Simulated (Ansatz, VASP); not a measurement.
Os in VASP and in Ansatz

```
CELL_PARAMETERS angstrom
0.00000 1.94500 1.94500
1.94500 0.00000 1.94500
1.94500 1.94500 0.00000
ATOMIC_POSITIONS crystal
Os 0.00000 0.00000 0.00000
```

This isn't the form of Os at room conditions, which is hcp.

Alike in both runs: task relaxation of cell and atoms; functional BLYP; dispersion D3(BJ); k mesh 10 × 10 × 10; no spin polarisation.

```csv
,VASP,Ansatz
version,VASP 6.6.1,Ansatz 0.2.0
potentials or method,"VASP PAW PBE potentials, release 64 (Os)","plane waves, PAW"
plane-wave cutoff (eV),600,571
occupations,"methfessel-paxton of order 1, width 0.15 eV","cold, width 0.15 eV"
valence electrons in the cell,8,16
```

|  | VASP | Ansatz | Ansatz less VASP |
| --- | --- | --- | --- |
| relaxed volume (Å³/atom) | 14.42 | 14.29 | -0.128 |
| relaxed cell length with the largest relative difference (Å) | 2.732 | 2.724 | -0.0081 |
| energy change over the relaxation (meV/atom) | -7 | -14 | -7.1 |

The two sets of potentials don't hold the same shells in valence.

Caveats: the PAW data sets were made with another functional, which shifts forces and pressure a little (VASP); pairwise dispersion overbinds metals, which lowers pressure and volume. Spin-orbit coupling is left out, which matters for the levels of Os.
